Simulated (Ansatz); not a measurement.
**Bi under changes of volume**

One of the cells (35.070 Å³/atom); the others are scaled copies at fixed shape and fractional positions:

```
CELL_PARAMETERS angstrom
2.26750 1.30914 3.93800
-2.26750 1.30914 3.93800
0.00000 -2.61828 3.93800
ATOMIC_POSITIONS crystal
Bi 0.76600 0.76600 0.76600
Bi 0.23400 0.23400 0.23400
```

- Program: Ansatz 0.2.0
- Functional: LDA
- Potentials or basis: all-electron LAPW, scalar-relativistic
- Cutoff: 214 eV (chosen from the basis error)
- Basis error allowed: 0.001 eV/atom
- k mesh: 5 × 5 × 5
- Occupations: fermi-dirac, width 0.1 eV
- Spin: non-collinear spin, antiferromagnetic start
- Starting moments: [[0.0, 0.0, 0.5], [-0.0, -0.0, -0.5]] μB

```csv
volume (Å³/atom),energy over the lowest point (meV/atom),pressure (GPa),largest force (eV/Å)
32.965,?,?,?
33.667,0.00,0.4,0.118
34.368,0.86,-0.7,0.023
35.070,6.25,-1.7,0.065
35.771,15.64,-2.5,0.147
36.472,28.57,-3.3,0.223
37.174,44.66,-4.0,0.294
```

Q: What does the run at 32.965 Å³/atom give?

A: Energy over the lowest point 4.16 meV/atom; pressure 1.6 GPa; largest force 0.220 eV/Å.

Worked out: A Birch-Murnaghan fit of order 3 (a polynomial in V^(-2/3)) to the other rows has its minimum at 33.89 Å³/atom with B0 = V·E''(V) = 54 GPa and B' = 4.9 at fixed shape and positions, which overstates the stiffness. It gives 4.26 meV/atom at 32.965 Å³/atom, against the run's 4.16, and -dE/dV = 1.6 GPa, against 1.6.

Energies are extrapolated to zero smearing.

Caveats: the starting moments weren't kept.
